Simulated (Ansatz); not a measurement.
NaH, h-MgO type, relaxed with r2SCAN: the symmetry is P6_3/mmc (No. 194, hexagonal); conventional cell a = 3.953 Å, c = 4.828 Å, 16.34 Å³ an atom. Around Na lie 5 H at 2.28–2.41 Å; around H lie 5 Na at 2.28–2.41 Å. One-shot G0W0@PBE in the PAW code Ansatz on a 6×6×4 mesh (contour deformation, no spin-orbit coupling), from a PBE gap of 3.327 eV over the mesh points (the G0W0 gap is indirect on the mesh); the number N of bands summed and the screening cutoff rise together. Values at 0 K without nuclear motion; spin polarisation is off, and the phase may be a hypothetical one.

```csv
N,cutoff (eV),1000/N,G0W0 gap (eV)
116,80,8.621,5.295
255,140,3.922,5.436
```

Question: Lay a straight line in 1000/N through these rows.

Answer: The slope is -0.0300 eV per unit of 1000/N and the intercept 5.554 eV.

Question: Predict the gap at N = 461 (210 eV).

Answer: 5.554 + (-0.0300) × 2.169 = 5.489 eV; the run gives 5.497 eV, +0.008 eV from the line.

Question: With that run's result added, what limit do the last two rows suggest?

Answer: Their slope is (5.497 − 5.436)/(2.169 − 3.922) = -0.0348, which meets 1/N = 0 at 5.57 eV, against 5.554 eV from the first line. The slope steepens, so 1/N isn't yet asymptotic and the true limit probably lies higher still; the k mesh isn't extrapolated.
